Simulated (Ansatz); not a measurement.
Crystal: Ga, diamond type, 2 atoms in the cell.

Theory: PBE, plane waves, PAW datasets (generated soft set 1) in Ansatz.

Cutoff 420 eV; k-mesh 32×32×32 Γ-centred; Fermi–Dirac smearing of 0.0612 eV; no spin polarisation.

Question: What equilibrium volume, lattice constant and bulk modulus does this give?

Answer: V₀ = 25.414 Å³/atom (a₀ = 5.880 Å), B₀ = 35.8 GPa, B₀′ = 5.33. The points behind the fit:

| V (Å³/atom) | a (Å) | E − E(min) (meV/atom) | P (GPa) |
| --- | --- | --- | --- |
| 24.922 | 5.8420 | 1.11 | 0.74 |
| 25.431 | 5.8815 | 0.00 | -0.02 |
| 25.940 | 5.9204 | 1.16 | -0.69 |
| 26.448 | 5.9588 | 4.32 | -1.29 |
| 26.957 | 5.9968 | 9.24 | -1.80 |

The published all-electron PBE values for this crystal (mean of FLEUR and WIEN2k, k-spacing 0.06 Å⁻¹; Bosoni et al., Nat. Rev. Phys. 6, 45 (2024)) are V₀ = 25.419 Å³/atom, B₀ = 35.7 GPa, B₀′ = 5.06.

The stress includes the program's correction for the finite plane-wave basis.

This cubic structure is a model: it isn't the usual form of the substance at ambient conditions, and such phases are metastable or hypothetical.
